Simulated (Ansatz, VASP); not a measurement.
**Sn in VASP and in Ansatz**

Contents of INCAR:

```
PREC     = Accurate       # precision mode
ENCUT    = 520            # plane-wave cutoff, eV
EDIFF    = 1E-7           # SCF threshold, eV
ISMEAR   = -1             # smearing method
SIGMA    = 0.1            # smearing width, eV
LREAL    = False          # projectors in reciprocal space
LASPH    = True           # aspherical terms in the spheres
NELM     = 100            # most SCF steps
ALGO     = Normal         # electronic algorithm
ISIF     = 2              # what is computed and relaxed
LWAVE    = False          # write WAVECAR
LCHARG   = False          # write CHGCAR
GGA      = PS             # functional
NBANDS   = 13             # bands
```

KPOINTS

```
regular mesh
0
Gamma
  13 13 13
```

POSCAR

```
Sn
1.0
    0.0000000000      2.4589899452      2.4589899452
    2.4589899452      0.0000000000      2.4589899452
    2.4589899452      2.4589899452      0.0000000000
Sn
1
Direct
    0.0000000000      0.0000000000      0.0000000000
```

Input for Ansatz:

```yaml
crystal:
  lattice:
    - [0.0, 2.4589899452, 2.4589899452]
    - [2.4589899452, 0.0, 2.4589899452]
    - [2.4589899452, 2.4589899452, 0.0]
  atoms:
    - { symbol: Sn, position: [0.0, 0.0, 0.0] }
hamiltonian:
  xc: pbesol
  pseudopotentials:
    kind: paw
    azcp:
      Sn: "pseudopotentials/Sn.paw.azcp"
basis:
  ecutwfc: 420
  fft_grid_basis: typed
kpoints:
  mp_grid: { grid: [13, 13, 13], shift: [0, 0, 0] }
magnetization:
  spin_polarized: false
scf:
  occupations: { method: fermi_dirac, width: 0.1 }
  lower_state_search: "off"
output:
  stress: true
  write_density: true
  write_potential: true
  elf: true
  volumetric_format: npy
```

Alike in both runs: task single point; functional PBEsol; k mesh 13 × 13 × 13; occupations fermi-dirac, width 0.1 eV; no spin polarisation.

```csv
,VASP,Ansatz
version,VASP 6.6.1,Ansatz 0.2.0
potentials or method,"VASP PAW PBE potentials, release 64 (Sn_d)","plane waves (420 eV) with PAW, scalar-relativistic"
plane-wave cutoff (eV),520,420
valence electrons in the cell,14,14
```

```csv
,VASP,Ansatz,Ansatz less VASP
pressure (GPa),-4.8,-4.8,+0.07
```

Ansatz warned: «pseudo_functional_mismatch».

Caveats: the PAW data sets were made with another functional, which shifts forces and pressure a little (VASP).
